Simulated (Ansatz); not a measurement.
Relaxed NaBr (rock salt):

```
CELL_PARAMETERS angstrom
      0.00000     5.94759     5.94759
      2.97379     0.00000     2.97379
      2.97379     2.97379     0.00000
ATOMIC_POSITIONS crystal
  Br 0.00000 0.00000 0.00000
  Br 0.50000 0.00000 0.00000
  Na 0.25000 0.50000 0.50000
  Na 0.75000 0.50000 0.50000
```

The numbers are results of r2SCAN (plane waves to 500 eV, PAW, scalar-relativistic; Ansatz, a program for electronic structure), not measurements. k mesh 4×8×8 (Γ-centred), Fermi-Dirac smearing 0.05 eV. NaBr was relaxed with its symmetry unable to fall.

One atom of the cell was then moved (with its periodic images), all else fixed, and the forces (eV/Å) came out as:

| atom | Fx | Fy | Fz |
|---|---|---|---|
| Br1 | 0.067 | -0.003 | -0.003 |
| Br2 | 0.188 | 0.003 | 0.003 |
| Na3 | 0.069 | -0.058 | -0.058 |
| Na4 | -0.324 | 0.058 | 0.058 |

Which atom was moved, and by which vector (Å)?

Na4, by (0.18, 0.00, 0.00), 0.18 Å in all.

(For displaced atoms, the force is minus the slope of the energy, and its curvature is a force constant, which sets phonon frequencies.)
